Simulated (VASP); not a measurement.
# BeS (F-43m) in VASP: further runs

The runs below take BeS through electric field gradients, with PBE.

Program: VASP 6.6.1. These are calculated values, not measurements. Logs are shortened: lines on timing, memory, paths and dates and some standing lists are left out, and cuts for length are marked.

**1. The cell of the first run**

The structure is cubic, space group F-43m (No. 216). Conventional cell: a = 4.784 Å, b = 4.784 Å, c = 4.784 Å, α = 90.00°, β = 90.00°, γ = 90.00°. Be (site symmetry -43m) has 4 S at 2.07 Å as nearest neighbours. Around S (site symmetry -43m) lie 4 Be at 2.07 Å.

**2. Electric field gradients, PBE (volume scaled by 0.96)**

INCAR reads:

```
PREC     = Accurate       # precision mode
ENCUT    = 520            # plane-wave cutoff, eV
EDIFF    = 1E-8           # SCF threshold, eV
ISMEAR   = -1             # smearing method
SIGMA    = 0.02           # smearing width, eV
LREAL    = False          # projectors in reciprocal space
LASPH    = True           # aspherical terms in the spheres
NELM     = 80             # most SCF steps
ALGO     = Normal         # electronic algorithm
ISIF     = 2              # what is computed and relaxed
LWAVE    = False          # write WAVECAR
LCHARG   = False          # write CHGCAR
GGA      = PE             # functional
LEFG     = True         
NBANDS   = 11             # bands
```

KPOINTS reads:

```
Automatic mesh
0
Gamma
  9 9 9
```

POSCAR reads:

```
BeS
1.0
    0.0000000000      2.3922257121      2.3922257121
    2.3922257121      0.0000000000      2.3922257121
    2.3922257121      2.3922257121      0.0000000000
Be S
1 1
Direct
    0.0000000000      0.0000000000      0.0000000000
    0.7500000000      0.7500000000      0.7500000000
```

Potentials or basis: VASP PAW PBE potentials, release 64 (Be, S).

The run is started by

```bash
$ cat potpaw_PBE.64/Be/POTCAR potpaw_PBE.64/S/POTCAR > POTCAR
$ mpirun -np 1 vasp_std > vasp.out
```

OUTCAR:

```text
PREC = Accurate
   ENCUT = 520
   EDIFF = 1E-8
   ISMEAR = -1
   LREAL = False
   LASPH = True
   NELM = 80
   ISIF = 2
   GGA = PE

 ion  position               nearest neighbor table
   1  0.000  0.000  0.000-   2 2.07   2 2.07   2 2.07   2 2.07
   2  0.750  0.750  0.750-   1 2.07   1 2.07   1 2.07   1 2.07

  LATTYP: Found a face centered cubic cell.
 ALAT       =     4.7844514242

  Lattice vectors:

 A1 = (   0.0000000000,   2.3922257121,   2.3922257121)
 A2 = (   2.3922257121,   0.0000000000,   2.3922257121)
 A3 = (   2.3922257121,   2.3922257121,   0.0000000000)

Analysis of symmetry for initial positions (statically):
=====================================================================
 Subroutine PRICEL returns:
 Original cell was already a primitive cell.

 Routine SETGRP: Setting up the symmetry group for a
 face centered cubic supercell.

 Subroutine GETGRP returns: Found 24 space group operations
 (whereof 24 operations were pure point group operations)
 out of a pool of 48 trial point group operations.

The static configuration has the point symmetry T_d .

Analysis of symmetry for dynamics (positions and initial velocities):
=====================================================================
 Subroutine PRICEL returns:
 Original cell was already a primitive cell.

 Routine SETGRP: Setting up the symmetry group for a
 face centered cubic supercell.

 Subroutine GETGRP returns: Found 24 space group operations
 (whereof 24 operations were pure point group operations)
 out of a pool of 48 trial point group operations.

The dynamic configuration has the point symmetry T_d .

 Subroutine INISYM returns: Found 24 space group operations
 (whereof 24 operations are pure point group operations),
 and found     1 'primitive' translations

----------------------------------------------------------------------------------------

                                     Primitive cell

  volume of cell :      27.3802

  direct lattice vectors                    reciprocal lattice vectors
     0.000000000  2.392225712  2.392225712    -0.209010378  0.209010378  0.209010378
     2.392225712  0.000000000  2.392225712     0.209010378 -0.209010378  0.209010378
     2.392225712  2.392225712  0.000000000     0.209010378  0.209010378 -0.209010378

  length of vectors
     3.383118046  3.383118046  3.383118046     0.362016594  0.362016594  0.362016594

  position of ions in fractional coordinates (direct lattice)
     0.000000000  0.000000000  0.000000000
     0.750000000  0.750000000  0.750000000

  ion indices of the primitive-cell ions
   primitive index   ion index
                 1           1
                 2           2

----------------------------------------------------------------------------------------

 KPOINTS: Automatic mesh

Automatic generation of k-mesh.
 Grid dimensions read from file:
 generate k-points for:    9    9    9

 Generating k-lattice:

  Cartesian coordinates                     Fractional coordinates (reciprocal lattice)
    -0.023223375  0.023223375  0.023223375     0.111111111  0.000000000  0.000000000
     0.023223375 -0.023223375  0.023223375     0.000000000  0.111111111  0.000000000
     0.023223375  0.023223375 -0.023223375     0.000000000  0.000000000  0.111111111

  Length of vectors
     0.040224066  0.040224066  0.040224066

  Shift w.r.t. Gamma in fractional coordinates (k-lattice)
     0.000000000  0.000000000  0.000000000

 Subroutine IBZKPT returns following result:
 ===========================================

 Found     35 irreducible k-points:

 Following reciprocal coordinates:
            Coordinates               Weight
  0.000000  0.000000  0.000000      1.000000
  0.111111  0.000000  0.000000      8.000000
  0.222222  0.000000  0.000000      8.000000
  0.333333  0.000000  0.000000      8.000000
  0.444444  0.000000  0.000000      8.000000
  0.111111  0.111111  0.000000      6.000000
[... 16 lines left out ...]
 -0.333333  0.333333  0.000000     12.000000
  0.444444  0.444444  0.000000      6.000000
 [... further k-points ...]
   k-points           NKPTS =     35   k-points in BZ     NKDIM =     35   number of bands    NBANDS=     11
   number of dos      NEDOS =    301   number of ions     NIONS =      2
   total plane-waves  NPLWV =  21952
   dimension x,y,z NGX =    28 NGY =   28 NGZ =   28
   dimension x,y,z NGXF=    56 NGYF=   56 NGZF=   56
   ions per type =               1   1
   NGX,Y,Z   is equivalent  to a cutoff of  13.76, 13.76, 13.76 a.u.
   NGXF,Y,Z  is equivalent  to a cutoff of  27.52, 27.52, 27.52 a.u.
 SYSTEM =  unknown system
   PREC   = accura    normal or accurate (medium, high low for compatibility)
   ISTART =      0    job   : 0-new  1-cont  2-samecut
   ICHARG =      2    charge: 1-file 2-atom 10-const
   ISPIN  =      1    spin polarized calculation?
   LNONCOLLINEAR =      F non collinear calculations
   LSORBIT =      F    spin-orbit coupling
   LASPH  =      T    aspherical Exc in radial PAW
   ENCUT  =  520.0 eV  38.22 Ry    6.18 a.u.   6.29  6.29  6.29*2*pi/ulx,y,z
   NELM   =     80;   NELMIN=  2; NELMDL= -5     # of ELM steps
   EDIFF  = 0.1E-07   stopping-criterion for ELM
   LREAL  =      F    real-space projection
   EDIFFG = 0.1E-06   stopping-criterion for IOM
   NSW    =      0    number of steps for IOM
   IBRION =     -1    ionic relax: 0-MD 1-quasi-New 2-CG
   NFREE  =      0    steps in history (QN), initial steepest desc. (CG)
   ISIF   =      2    stress and relaxation
   ISYM   =      2    0-nonsym 1-usesym 2-fastsym
   POTIM  = 0.5000    time-step for ionic-motion
   TEBEG  =    0.0;   TEEND  =   0.0 temperature during run
   PSTRESS=    0.0 pullay stress
   NELECT =       8.0000    total number of electrons
   NUPDOWN=      -1.0000    fix difference up-down
   EMIN   =  10.00;   EMAX   =-10.00  energy-range for DOS
   EFERMI =   0.00;   METHOD = LEGACY
   ISMEAR =    -1;   SIGMA  =   0.02  broadening in eV -4-tet -1-fermi 0-gaus
   EFERMI_NEDOS =   21; number of points for ismear=-14 and -15
   IALGO  =     38    algorithm
   IMIX   =      4    mixing-type and parameters
     AMIX     =   0.40;   BMIX     =  1.00
     AMIX_MAG =   1.60;   BMIX_MAG =  1.00
  volume/ion in A,a.u.               =      13.69        92.39
  Fermi-wavevector in a.u.,A,eV,Ry     =   1.086324  2.052855 16.056230  1.180100
  Thomas-Fermi vector in A             =   2.222458
   LORBIT       =      0    0 simple, 1 ext, 2 COOP (PROOUT), +10 PAW based schemes
   GGA     = PE    functional components
   LHFCALC =     F    Hartree Fock is set to
   AEXX    =    0.0000 exact exchange contribution
   IVDW    =     0    specifies the selected vdW correction
   LEPSILON=     F    determine dielectric tensor
   LRPA    =     F    only Hartree local field effects (RPA)
 non-spin polarized calculation
  energy-cutoff  :      520.00
  volume of cell :       27.38
 maximum number of plane-waves:       751
 NGX is ok and might be reduce to    28

 number of electron       8.0000001 magnetization

 Free energy of the ion-electron system (eV)
  ---------------------------------------------------
  ext. energy  EPLUGINS =         0.00000000
  ---------------------------------------------------
  free energy    TOTEN  =        -9.98480552 eV

  energy without entropy =       -9.98480552  energy(sigma->0) =       -9.98480552

 E-fermi :   5.0522     XC(G=0):  -9.9008

 val. band max:        4.6066925359   @ k =   0.0000   0.0000   0.0000
 cond. band min:       7.7203502565   @ k =   0.4444   0.4444   0.0000
 fundamental gap:      3.1136577206
 Fermi energy:         5.0521974889

 k-point     1 :       0.0000    0.0000    0.0000
  band No.  band energies     occupation
      1      -9.3680      2.00000
      2       4.6067      2.00000
      3       4.6067      2.00000
      4       4.6067      2.00000
      5      10.2555      0.00000
      6      10.2555      0.00000
      7      10.2555      0.00000
      8      10.8447      0.00000
      9      17.4993      0.00000
     10      17.4993      0.00000
     11      19.7971      0.00000
[... 309 lines left out ...]
 k-point    24 :       0.4444    0.4444    0.0000
  band No.  band energies     occupation
      1      -7.1653      2.00000
      2      -0.4657      2.00000
      3       1.8771      2.00000
      4       1.8771      2.00000
      5       7.7204      0.00000
      6       9.5563      0.00000
      7      17.2631      0.00000
      8      17.2631      0.00000
      9      20.2796      0.00000
     10      20.9532      0.00000
     11      22.3101      0.00000

 [... further k-points ...]

------------------------ aborting loop because EDIFF is reached ----------------------------------------

  FORCE on cell =-STRESS in cart. coord.  units (eV):
  Direction    XX          YY          ZZ          XY          YZ          ZX
  --------------------------------------------------------------------------------------
  -------------------------------------------------------------------------------------
  Total        1.0073743      1.0073743      1.0073743      0.0000000      0.0000000     -0.0000000
  in kB       58.9474455     58.9474455     58.9474455      0.0000000      0.0000000     -0.0000000
  external PRESSURE =      58.9474455 kB  Pullay stress =       0.0000000 kB

 VOLUME and BASIS-vectors are now :
 -----------------------------------------------------------------------------
  energy-cutoff  :      520.00
  volume of cell :       27.38
      direct lattice vectors                 reciprocal lattice vectors
     0.000000000  2.392225712  2.392225712    -0.209010378  0.209010378  0.209010378
     2.392225712  0.000000000  2.392225712     0.209010378 -0.209010378  0.209010378
     2.392225712  2.392225712  0.000000000     0.209010378  0.209010378 -0.209010378

 POSITION                                       TOTAL-FORCE (eV/Angst)
 -----------------------------------------------------------------------------------
      0.00000      0.00000      0.00000         0.000000      0.000000      0.000000
      3.58834      3.58834      3.58834        -0.000000     -0.000000     -0.000000
 -----------------------------------------------------------------------------------
    total drift:                                0.000000      0.000000      0.000000

  FREE ENERGIE OF THE ION-ELECTRON SYSTEM (eV)
  ---------------------------------------------------
  free  energy   TOTEN  =        -9.9848055217 eV

  energy  without entropy=       -9.9848055217  energy(sigma->0) =       -9.98480552

 Electric field gradients (V/A^2)
---------------------------------------------------------------------
 ion       V_xx      V_yy      V_zz      V_xy      V_xz      V_yz
---------------------------------------------------------------------
   1      -0.000    -0.000     0.000    -0.000    -0.000    -0.000
   2       0.000     0.000     0.000     0.000     0.000     0.000
---------------------------------------------------------------------

 Electric field gradients after diagonalization (V/A^2)
 (convention: |V_zz| > |V_xx| > |V_yy|)
----------------------------------------------------------------------
 ion       V_xx      V_yy      V_zz     asymmetry (V_yy - V_xx)/ V_zz
----------------------------------------------------------------------
   1       0.000     0.000    -0.000       0.000
   2      -0.000    -0.000     0.000       0.000
----------------------------------------------------------------------

           NMR quadrupolar parameters

 Cq : quadrupolar parameter    Cq=e*Q*V_zz/h
 eta: asymmetry parameters     (V_yy - V_xx)/ V_zz
 Q  : nuclear electric quadrupole moment in mb (millibarn)
----------------------------------------------------------------------
 ion       Cq(MHz)       eta       Q (mb)
----------------------------------------------------------------------
   1      -0.000       0.000       1.000
   2       0.000       0.000       1.000
----------------------------------------------------------------------
```

It took 9.8 s on 1 thread of Intel Xeon Platinum 8488C (Sapphire Rapids), shared host; peak memory 0.14 GiB.

What came out:

```
Free energy            : -9.9848 eV
Pressure               : 5.9 GPa
Band gap on the k mesh : 3.11 eV, indirect (least direct gap 5.65 eV)
```

Electric field gradients, principal values (V/Å²):
```csv
atom,Vxx,Vyy,Vzz
1 Be,0.000,0.000,0.000
2 S,0.000,0.000,0.000
```

Caveat: an odd mesh through Γ misses points on the zone boundary, where band edges often lie.

[end of part 1 of 2]
